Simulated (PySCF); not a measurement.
Compound: pyrrolidine, C4H9N.
Atom-mapped SMILES: `[CH2:1]1[CH2:2][CH2:3][NH:4][CH2:5]1`

NICS is the negative of the GIAO shielding at a point without a nucleus: at the ring centre (0) and 1 Å above and below it (1); zz is the component along the ring normal. Level: GIAO PBE0/pcSseg-1 (PySCF, non-relativistic, gas phase) on the GFN2-xTB geometry, one conformer.

Ring bond lengths (Å), with Mayer bond orders in brackets: C1–C2 1.539 (1.03), C2–C3 1.545 (1.02), C3–N4 1.454 (1.01), N4–C5 1.454 (1.01), C5–C1 1.545 (1.02).

Problem. What do the NICS probes read (ppm)?

Solution. 
| ring | type | NICS(0) | NICS(1), two faces | NICS(1)zz, two faces | rms pucker (Å) | centre to ring atoms, mean (Å) |
| --- | --- | --- | --- | --- | --- | --- |
| C1–C2–C3–N4–C5 | 5-membered ring with N; formal bonds all single | -6.4 | -4.6 / -4.2 | -7.2 / -7.5 | 0.16 | 1.26 |

Problem. What can be read from them?

Solution. 
- C1–C2–C3–N4–C5: mean NICS(1)zz -7.4 ppm, shielded. C1, C2, C3, C5 have four or more neighbours, and the NICS criterion for π rings isn't applied.

Problem. List the ring angles and the Hirshfeld charges of the ring atoms.

Solution. 
- C1–C2–C3–N4–C5: C1 104.0° (-0.079 e), C2 104.0° (-0.079 e), C3 106.6° (-0.030 e), N4 103.5° (-0.181 e), C5 106.6° (-0.030 e); sum 524.7° against 540° for a flat convex ring.
